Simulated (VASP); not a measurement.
# Lu (Im-3m) in VASP: settings compared, part 2 of 2

VASP 6.6.1.

## Step 5: Relaxation of cell and atoms, SCAN+D3

This run uses another cell than the first one: it holds 2 atoms, not 1.

Input file INCAR:

```
SYSTEM = Lu
ALGO     = Normal         ! electronic algorithm
EDIFF    = 1E-6           ! SCF threshold, eV
EDIFFG   = -0.01          ! ionic threshold
ENCUT    = 600            ! plane-wave cutoff, eV
IBRION   = 2              ! ionic algorithm
ISIF     = 3              ! what is computed and relaxed
ISMEAR   = 0              ! smearing method
IVDW     = 11             ! dispersion correction
LASPH    = .TRUE.         ! aspherical terms in the spheres
LCHARG   = .FALSE.        ! write CHGCAR
LMIXTAU  = .TRUE.       
LREAL    = .FALSE.        ! projectors in reciprocal space
LWAVE    = .FALSE.        ! write WAVECAR
METAGGA  = SCAN           ! meta-GGA
NELM     = 60             ! most SCF steps
NSW      = 40             ! ionic steps
PREC     = Accurate       ! precision mode
SIGMA    = 0.05           ! smearing width, eV
```

Input file Lu.cif:

```cif
data_Lu
_cell_length_a 3.90821422
_cell_length_b 3.90821422
_cell_length_c 3.90821422
_cell_angle_alpha 90.00000000
_cell_angle_beta 90.00000000
_cell_angle_gamma 90.00000000
_space_group_name_H-M_alt 'Im-3m'
_space_group_name_Hall '-I 4 2 3'
_space_group_IT_number 229
loop_
_space_group_symop_operation_xyz
'x,y,z'
'-x,-y,-z'
'-y,x,z'
'y,-x,-z'
'-x,-y,z'
'x,y,-z'
'y,-x,z'
'-y,x,-z'
'x,-y,-z'
'-x,y,z'
'-y,-x,-z'
'y,x,z'
'-x,y,-z'
'x,-y,z'
'y,x,-z'
'-y,-x,z'
'z,x,y'
'-z,-x,-y'
'z,-y,x'
'-z,y,-x'
'z,-x,-y'
'-z,x,y'
'z,y,-x'
'-z,-y,x'
'-z,x,-y'
'z,-x,y'
'-z,-y,-x'
'z,y,x'
'-z,-x,y'
'z,x,-y'
'-z,y,x'
'z,-y,-x'
'y,z,x'
'-y,-z,-x'
'x,z,-y'
'-x,-z,y'
'-y,z,-x'
'y,-z,x'
'-x,z,y'
'x,-z,-y'
'-y,-z,x'
'y,z,-x'
'-x,-z,-y'
'x,z,y'
'y,-z,-x'
'-y,z,x'
'x,-z,y'
'-x,z,-y'
'x+1/2,y+1/2,z+1/2'
'-x+1/2,-y+1/2,-z+1/2'
'-y+1/2,x+1/2,z+1/2'
'y+1/2,-x+1/2,-z+1/2'
'-x+1/2,-y+1/2,z+1/2'
'x+1/2,y+1/2,-z+1/2'
'y+1/2,-x+1/2,z+1/2'
'-y+1/2,x+1/2,-z+1/2'
'x+1/2,-y+1/2,-z+1/2'
'-x+1/2,y+1/2,z+1/2'
'-y+1/2,-x+1/2,-z+1/2'
'y+1/2,x+1/2,z+1/2'
'-x+1/2,y+1/2,-z+1/2'
'x+1/2,-y+1/2,z+1/2'
'y+1/2,x+1/2,-z+1/2'
'-y+1/2,-x+1/2,z+1/2'
'z+1/2,x+1/2,y+1/2'
'-z+1/2,-x+1/2,-y+1/2'
'z+1/2,-y+1/2,x+1/2'
'-z+1/2,y+1/2,-x+1/2'
'z+1/2,-x+1/2,-y+1/2'
'-z+1/2,x+1/2,y+1/2'
'z+1/2,y+1/2,-x+1/2'
'-z+1/2,-y+1/2,x+1/2'
'-z+1/2,x+1/2,-y+1/2'
'z+1/2,-x+1/2,y+1/2'
'-z+1/2,-y+1/2,-x+1/2'
'z+1/2,y+1/2,x+1/2'
'-z+1/2,-x+1/2,y+1/2'
'z+1/2,x+1/2,-y+1/2'
'-z+1/2,y+1/2,x+1/2'
'z+1/2,-y+1/2,-x+1/2'
'y+1/2,z+1/2,x+1/2'
'-y+1/2,-z+1/2,-x+1/2'
'x+1/2,z+1/2,-y+1/2'
'-x+1/2,-z+1/2,y+1/2'
'-y+1/2,z+1/2,-x+1/2'
'y+1/2,-z+1/2,x+1/2'
'-x+1/2,z+1/2,y+1/2'
'x+1/2,-z+1/2,-y+1/2'
'-y+1/2,-z+1/2,x+1/2'
'y+1/2,z+1/2,-x+1/2'
'-x+1/2,-z+1/2,-y+1/2'
'x+1/2,z+1/2,y+1/2'
'y+1/2,-z+1/2,-x+1/2'
'-y+1/2,z+1/2,x+1/2'
'x+1/2,-z+1/2,y+1/2'
'-x+1/2,z+1/2,-y+1/2'
loop_
_atom_site_label
_atom_site_type_symbol
_atom_site_symmetry_multiplicity
_atom_site_Wyckoff_symbol
_atom_site_fract_x
_atom_site_fract_y
_atom_site_fract_z
_atom_site_occupancy
Lu1 Lu 2 a 0.0000000000 0.0000000000 0.0000000000 1
```

Input file KPOINTS:

```
k-points
0
G
  7 7 7
  0 0 0
```

Input file POSCAR:

```
Lu
 1.0000000000000000
     3.9082142200000001    0.0000000000000000    0.0000000000000000
     0.0000000000000000    3.9082142200000001    0.0000000000000000
     0.0000000000000000    0.0000000000000000    3.9082142200000001
 Lu 
   2
Cartesian
  0.0000000000000000  0.0000000000000000  0.0000000000000000
  1.9541071100000000  1.9541071100000000  1.9541071100000000
```

Run with:

```
> ase convert -i cif -o vasp Lu.cif POSCAR
> cat potpaw_PBE.64/Lu/POTCAR > POTCAR
> mpirun -np 1 vasp_std > vasp.out
```

Wall time 16 min (1 thread of Intel Xeon Platinum 8488C (Sapphire Rapids), shared host); peak memory 0.23 GiB.

It converged, with:

```yaml
Free_energy: -110.6839 eV
Relaxed_volume: 27.67 Å³/atom
Relaxed_cell: a = 3.811 Å, b = 3.811 Å, c = 3.811 Å, α = 90.00°, β = 90.00°, γ = 90.00°
Space_group_after_relaxing_to_0.05_Å: Im-3m (No. 229)
Energy_gained_by_relaxing: 23.0 meV/atom
Ionic_steps: 10
Pressure_after_relaxing: -0.1 GPa
Band_gap_on_the_k_mesh: none (metal or under the smearing width)
Dispersion_energy_per_atom: -0.095 eV
```

The path:
```csv
step,energy change (eV),largest force (eV/Å),pressure (GPa),volume (Å³)
1,0.0000,0.0000,-2.32,59.69
2,-0.0431,0.0000,-1.56,56.03
3,0.0238,0.0000,4.53,50.17
4,-0.0409,0.0000,0.86,54.36
5,-0.0444,0.0000,0.66,54.94
6,-0.0459,0.0000,-0.42,55.48
7,-0.0458,0.0000,0.12,55.27
8,-0.0459,0.0000,-0.08,55.35
9,-0.0459,0.0000,-0.08,55.35
10,-0.0459,0.0000,-0.05,55.34
```

Final structure:
```
CELL_PARAMETERS angstrom
3.81075 0.00000 0.00000
0.00000 3.81075 0.00000
0.00000 0.00000 3.81075
ATOMIC_POSITIONS crystal
Lu 0.00000 0.00000 0.00000
Lu 0.50000 0.50000 0.50000
```

Levels at points of the mesh, in eV from the Fermi level:
```tsv
k point	band 23	band 24	band 25	band 26	band 27	band 28
(0.00, 0.00, 0.00)	-5.24	-1.75	-1.75	2.35	2.35	2.35
```

Caveat: the PAW data sets were made with another functional, which shifts forces and pressure a little; pairwise dispersion overbinds metals, which lowers pressure and volume. Spin-orbit coupling is left out, which matters for the levels of Lu.

## Step 6: Relaxation of cell and atoms, LDA

Input file INCAR:

```
PREC = Accurate ; ENCUT = 600
EDIFF = 1E-6 ; ISMEAR = -1
SIGMA = 0.05 ; LREAL = False
LASPH = True ; NELM = 100
ALGO = Normal ; ISIF = 3
LWAVE = False ; LCHARG = False
GGA = CA ; IBRION = 2
NSW = 60 ; EDIFFG = -0.005
```

Input file KPOINTS:

```
Automatic mesh
0
Gamma
  10 10 10
```

Input file POSCAR:

```
Lu
1.0
   -1.9541071088      1.9541071088      1.9541071088
    1.9541071088     -1.9541071088      1.9541071088
    1.9541071088      1.9541071088     -1.9541071088
Lu
1
Direct
    0.0000000000      0.0000000000      0.0000000000
```

Potentials or basis: VASP PAW PBE potentials, release 64 (Lu).

Run with:

```
> cat potpaw_PBE.64/Lu/POTCAR > POTCAR
> mpirun -np 1 vasp_std > vasp.out
```

Wall time 61 s (1 thread of Intel Xeon 6975P-C (Granite Rapids), shared host); peak memory 0.17 GiB.

The run converged. Its results:

* Free energy: -5.0372 eV
* Relaxed volume: 26.35 Å³/atom
* Relaxed cell: a = 3.247 Å, b = 3.247 Å, c = 3.247 Å, α = 109.47°, β = 109.47°, γ = 109.47°
* Space group after relaxing (to 0.05 Å): Im-3m (No. 229)
* Energy gained by relaxing: 61.2 meV/atom
* Ionic steps: 6
* Pressure after relaxing: 0.0 GPa
* Band gap on the k mesh: none (metal or under the smearing width)

The path:
| step | energy change (eV) | largest force (eV/Å) | pressure (GPa) | volume (Å³) |
| --- | --- | --- | --- | --- |
| 1 | 0.0000 | 0.0000 | -5.04 | 29.85 |
| 2 | -0.0604 | 0.0000 | 1.18 | 25.97 |
| 3 | -0.0612 | 0.0000 | -0.13 | 26.45 |
| 4 | -0.0612 | 0.0000 | -0.07 | 26.38 |
| 5 | -0.0612 | 0.0000 | 0.07 | 26.30 |
| 6 | -0.0612 | 0.0000 | -0.01 | 26.35 |

Final structure:
```
Lu
1.0
    -1.87453    1.87453    1.87453
     1.87453   -1.87453    1.87453
     1.87453    1.87453   -1.87453
Lu
1
Direct
  0.00000 0.00000 0.00000
```

Levels at points of the mesh, in eV from the Fermi level:
| k point | band 9 | band 10 | band 11 | band 12 | band 13 | band 14 | band 15 | band 16 |
| --- | --- | --- | --- | --- | --- | --- | --- | --- |
| (0.00, 0.00, 0.00) | -4.97 | -4.97 | -4.97 | -4.94 | 2.07 | 2.07 | 2.07 | 4.59 |
| (0.50, 0.00, 0.00) | -4.98 | -4.97 | -4.96 | -2.79 | 0.15 | 0.92 | 4.39 | 5.44 |
| (0.50, 0.50, 0.50) | -4.96 | -4.96 | -4.96 | -1.87 | -1.87 | 6.48 | 6.48 | 6.48 |

Caveat: the PAW data sets were made with another functional, which shifts forces and pressure a little. Spin-orbit coupling is left out, which matters for the levels of Lu.

## Step 7: Overview

| level | cell | k mesh | smearing | target pressure | gap on the mesh (eV) | pressure (GPa) | relaxed volume (Å³/atom) |
| --- | --- | --- | --- | --- | --- | --- | --- |
| PBEsol | relaxed to 5 GPa | 10 × 10 × 10 | fermi-dirac 0.05 eV | 5 GPa | none | 4.9 | - |
| PBEsol | relaxed to 10 GPa | 10 × 10 × 10 | fermi-dirac 0.05 eV | 10 GPa | none | 10.0 | - |
| PBEsol | relaxed to 20 GPa | 10 × 10 × 10 | fermi-dirac 0.05 eV | 20 GPa | none | 20.0 | - |
| SCAN+D3 | relaxed | 7 × 7 × 7 | gaussian 0.05 eV | - | none | -0.1 | 27.67 |
| LDA | relaxed | 10 × 10 × 10 | fermi-dirac 0.05 eV | - | none | 0.0 | 26.35 |

Alike in all rows: task relaxation of cell and atoms; potentials or basis VASP PAW PBE potentials, release 64 (Lu); no spin polarisation; cutoff (eV) 600.

Caveats: the PAW data sets were made with another functional, which shifts forces and pressure a little; the cell is relaxed towards a set pressure, so the enthalpy falls and the energy may rise (some runs); the volume moved by over 15 % at a fixed basis, so the end points are rough (some runs); pairwise dispersion overbinds metals, which lowers pressure and volume (some runs).

Total energies depend on the potentials used, so only differences within one code and one set of settings carry meaning.
